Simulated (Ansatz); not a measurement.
## LaAlO3: response to strain

Take LaAlO3 (space group R-3c, No. 167; a = 5.353 Å, c = 13.048 Å (hexagonal axes)) as the base. Axes: x lies along a and z along c of the hexagonal cell.

Strains are applied to the cell and any free atomic positions relax; under biaxial strain the out-of-plane vector relaxes too.

Calculations: Ansatz (a first-principles code), PBEsol, PAW, cutoff 420 eV, without spin-orbit coupling, earlier PAW set.

Candidates:
(a) biaxial strain +2.65 %, plane normal [001], relaxed out of plane
(b) biaxial strain −0.81 %, plane normal [001], relaxed out of plane
(c) isotropic strain −3.97 %
(d) isotropic strain +0.34 %
(e) uniaxial strain ε_xx = +2.33 %

Notes on the quantities. energy relative to the base: free energy F.

Order them by energy relative to the base, highest first.

(c) isotropic strain −3.97 % (+107 meV/atom), (a) biaxial strain +2.65 %, plane normal [001], relaxed out of plane (+20 meV/atom), (e) uniaxial strain ε_xx = +2.33 % (+6.1 meV/atom), (b) biaxial strain −0.81 %, plane normal [001], relaxed out of plane (+2.0 meV/atom), (d) isotropic strain +0.34 % (+0.7 meV/atom)

No phonon test of stability was made.
